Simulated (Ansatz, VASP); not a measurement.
**Pt in VASP and in Ansatz**

File INCAR:

```
PREC = Accurate
ENCUT = 520
EDIFF = 1E-6
ISMEAR = 0
SIGMA = 0.15
LREAL = F
LASPH = T
NELM = 80
ALGO = Normal
ISIF = 2
LWAVE = F
LCHARG = F
GGA = PE
NBANDS = 17
```

The input KPOINTS:

```
regular mesh
0
Gamma
  18 18 10
```

The input POSCAR:

```
Pt
1.0
    2.7585396147      0.0000000000      0.0000000000
   -1.3792698074      2.3889653837      0.0000000000
    0.0000000000      0.0000000000      4.7216000000
Pt
2
Direct
    0.6666666667      0.3333333333      0.7500000000
    0.3333333333      0.6666666667      0.2500000000
```

Input for Ansatz:

```yaml
crystal:
  lattice:
    - [2.7585396147, 0.0, 0.0]
    - [-1.3792698074, 2.3889653837, 0.0]
    - [0.0, 0.0, 4.7216]
  atoms:
    - { symbol: Pt, position: [0.6666666667, 0.3333333333, 0.75] }
    - { symbol: Pt, position: [0.3333333333, 0.6666666667, 0.25] }
basis:
  ecutwfc: 420
kpoints:
  mp_grid: { grid: [18, 18, 10] }
hamiltonian:
  xc: pbe
scf:
  occupations: { method: gaussian, width: 0.15 }
output:
  forces: true
  stress: true
  eigenvalues: true
```

Alike in both runs: task single point; functional PBE; k mesh 18 × 18 × 10; occupations gaussian, width 0.15 eV; no spin polarisation.

|  | VASP | Ansatz |
| --- | --- | --- |
| version | VASP 6.6.1 | Ansatz 0.2.0 |
| potentials or method | VASP PAW PBE potentials, release 64 (Pt) | scalar-relativistic, plane waves, PAW |
| plane-wave cutoff (eV) | 520 | 420 |
| valence electrons in the cell | 20 | 36 |

|  | VASP | Ansatz | Ansatz less VASP |
| --- | --- | --- | --- |
| gap on the k mesh at the Fermi level (eV) | none | none | - |
| pressure (GPa) | 2.5 | 3.0 | +0.51 |
| largest component of the traceless stress (GPa) | 0.98 | 1.07 | +0.095 |

A gap of «none» marks a metal or a gap that the smearing closes. With one functional, cell and mesh, what is left measures potentials, basis and numerics. The two sets of potentials don't hold the same shells in valence.

Spin-orbit coupling is left out, which matters for the levels of Pt.
